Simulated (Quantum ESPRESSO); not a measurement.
# AlN under changes of volume

One of the cells (10.451 Å³/atom); the others are scaled copies at fixed shape and fractional positions:

```
CELL_PARAMETERS angstrom
3.11300 0.00000 0.00000
-1.55650 2.69594 0.00000
0.00000 0.00000 4.98100
ATOMIC_POSITIONS crystal
Al 0.66667 0.33333 0.50000
Al 0.33333 0.66667 0.00000
N 0.66667 0.33333 0.88000
N 0.33333 0.66667 0.38000
```

* Program: Quantum ESPRESSO 7.5
* Functional: r2SCAN
* Potentials or basis: SG15 PBE 1.2
* Cutoff: 1197 eV
* Density cutoff: 4789 eV
* k mesh: 6 × 6 × 4
* Occupations: fermi-dirac, width 0.05 eV
* Spin: no spin polarisation

```tsv
volume (Å³/atom)	energy over the lowest point (meV/atom)	pressure (GPa)	gap on the mesh (eV)	largest force (eV/Å)
9.824	?	?	?	?
10.033	12.22	9.4	5.08	0.176
10.242	3.10	4.6	4.89	0.161
10.451	0.00	0.2	4.71	0.149
10.660	2.37	-3.8	4.53	0.137
10.869	9.70	-7.4	4.35	0.126
11.078	21.53	-10.7	4.18	0.116
```

Task: What does the run at 9.824 Å³/atom give?

Result: Energy over the lowest point 27.99 meV/atom; pressure 14.8 GPa; gap on the mesh 5.28 eV; largest force 0.191 eV/Å.

Worked out: A Birch-Murnaghan fit of order 3 (a polynomial in V^(-2/3)) to the other rows has its minimum at 10.46 Å³/atom with B0 = V·E''(V) = 209 GPa and B' = 3.9 at fixed shape and positions, which overstates the stiffness. It gives 27.99 meV/atom at 9.824 Å³/atom, against the run's 27.99, and -dE/dV = 14.8 GPa, against 14.8. A straight line through the other rows of the gap, of slope -9.08 eV per unit of ln V (its deformation potential), extrapolates to 5.27 eV, against the run's 5.28.

Energies are extrapolated to zero smearing.

Caveats: the potentials were made for another functional, which shifts forces and pressure.
